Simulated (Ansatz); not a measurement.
Crystal: AlFe.

```
CELL_PARAMETERS angstrom
2.91000 0.00000 0.00000
0.00000 2.91000 0.00000
0.00000 0.00000 2.91000
ATOMIC_POSITIONS crystal
Fe 0.50000 0.50000 0.50000
Al 0.00000 0.00000 0.00000
```

| Quantity | Value |
| --- | --- |
| Program | Ansatz 0.2.0 |
| Task | relaxation of cell and atoms |
| Functional | PBEsol0 |
| Potentials or basis | Ansatz PAW |
| Cutoff | 420 eV (not typed: the program's choice for these potentials) |
| k mesh | 5 × 5 × 5 |
| Occupations | fermi-dirac, width 0.05 eV |
| Spin | collinear spin, ferromagnetic start |
| Starting moments | [3.0, 0.0] μB |

At the start: volume 12.32 Å³/atom.

**Question.** Where does the relaxation end?

**Answer.** It ends after 5 steps and the volume is 11.23 Å³/atom (-8.8 %); space group Pm-3m (No. 221, to 0.05 Å); moment 0.97 μB per cell.

The path:
| step | energy change (eV) | largest force (eV/Å) | volume (Å³) |
| --- | --- | --- | --- |
| 1 | 0.0000 | 0.0000 | 24.64 |
| 2 | -0.1056 | 0.0000 | 23.08 |
| 3 | -0.1162 | 0.0000 | 22.36 |
| 4 | -0.1164 | 0.0000 | 22.47 |
| 5 | -0.1146 | 0.0000 | 22.47 |

Final structure:
```yaml
crystal:
  lattice:
    - [2.82173, 0.00000, 0.00000]
    - [0.00000, 2.82173, 0.00000]
    - [0.00000, 0.00000, 2.82173]
  atoms:
    - { symbol: Fe, position: [0.50000, 0.50000, 0.50000] }
    - { symbol: Al, position: [0.00000, 0.00000, 0.00000] }
```

Caveat: the k mesh is coarse (spacing up to 0.43 Å⁻¹), so the values aren't converged, least of all with exact exchange; the magnetic or orbital state may not be the lowest; the plane-wave basis is chosen anew once the cell has moved, so the energies of steps on either side of that aren't comparable; the PAW data sets come from PBE, with cores solved anew for the run's functional, which leaves a small shift of forces and pressure.
